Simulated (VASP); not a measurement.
WS2:

```
W S
1.0
     0.00000    3.00794    3.00794
     3.00794    0.00000    3.00794
     3.00794    3.00794    0.00000
W S
1 2
Direct
  0.00000 0.00000 0.00000
  0.25000 0.25000 0.25000
  0.75000 0.75000 0.75000
```

Measurements of this composition are mostly on another form, of space group No. 194.

Base run:

| Item | Value |
| --- | --- |
| Program | VASP 6.6.1 |
| Functional | PBEsol |
| Potentials or basis | VASP PAW PBE potentials, release 64 (W_sv, S) |
| Cutoff | 520 eV |
| k mesh | 6 × 6 × 6 |
| Occupations | gaussian, width 0.05 eV |
| Spin | collinear spin, ferromagnetic start |
| Starting moments | [0.5, 0.0, 0.0] μB |

Its results: band gap on the k mesh none (metal or under the smearing width); pressure -10.7 GPa.

After a change of settings the same cell gave: band gap on the k mesh none (metal or under the smearing width); pressure -14.2 GPa. Which change was it?
A. further incar settings from ALGO = Normal; EDIFF = 1e-06; NBANDS = 24 to ALGO = Fast; EDIFF = 1e-06
B. functional from PBEsol to PBE; hubbard terms from none to W d U = 4 eV
C. spin from collinear spin, ferromagnetic start to no spin polarisation; further incar settings from ALGO = Normal; EDIFF = 1e-06; NBANDS = 24 to ALGO = Normal; EDIFF = 1e-06; NBANDS = 20
D. further incar settings from ALGO = Normal; EDIFF = 1e-06; NBANDS = 24 to ALGO = Fast; EDIFF = 1e-06; hubbard terms from none to W d U = 5 eV

C.

Caveats: the PAW data sets were made with another functional, which shifts forces and pressure a little.

Not every run made on this cell is shown here.
